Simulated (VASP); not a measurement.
The system is Te.

```xyz
1
Lattice="2.3059 1.3313 1.6910 -2.3059 1.3313 1.6910 0.0000 -2.6626 1.6910" Properties=species:S:1:pos:R:3 pbc="T T T"
Te    0.0000    0.0000    2.5364
```

This isn't the form of Te at room conditions, which is trigonal, of chains.

```yaml
Program: VASP 6.6.1
Task: relaxation of cell and atoms
Functional: PBE
Dispersion: TS
Potentials_or_basis: VASP PAW PBE potentials, release 64 (Te)
Cutoff: 600 eV
k_mesh: 9 × 9 × 9
Occupations: fermi-dirac, width 0.05 eV
Spin: no spin polarisation
```

At the start: pressure 1.3 GPa; volume 31.15 Å³/atom.

**Question.** Where does the relaxation end?

**Answer.** Over 13 steps the energy falls by 8.3 meV/atom and the volume is 32.02 Å³/atom (+2.8 %); space group R-3m (No. 166, to 0.05 Å).

Step by step:
| step | energy change (eV) | largest force (eV/Å) | pressure (GPa) | volume (Å³) |
| --- | --- | --- | --- | --- |
| 1 | 0.0000 | 0.0000 | 1.34 | 31.15 |
| 2 | -0.0029 | 0.0000 | -0.78 | 32.34 |
| 3 | -0.0037 | 0.0000 | -0.17 | 31.97 |
| 4 | -0.0036 | 0.0000 | -0.10 | 31.93 |
| 5 | -0.0046 | 0.0000 | -0.12 | 31.97 |
| 6 | -0.0071 | 0.0000 | -0.17 | 32.06 |
| 7 | -0.0081 | 0.0000 | -0.31 | 32.21 |
| 8 | -0.0082 | 0.0000 | -0.29 | 32.19 |
| 9 | -0.0082 | 0.0000 | -0.24 | 32.14 |
| 10 | -0.0083 | 0.0000 | -0.28 | 32.17 |
| 11 | -0.0072 | 0.0000 | 0.76 | 31.61 |
| 12 | -0.0083 | 0.0000 | -0.07 | 32.06 |
| 13 | -0.0083 | 0.0000 | 0.00 | 32.02 |

Final structure:
```
Te
1.0
     2.26857    1.30976    1.79604
    -2.26857    1.30976    1.79604
     0.00000   -2.61952    1.79604
Te
1
Direct
  0.50000 0.50000 0.50000
```

Caveat: atom-pairwise D2, TS and ULG terms overbind metals; pairwise dispersion overbinds metals, which lowers pressure and volume.
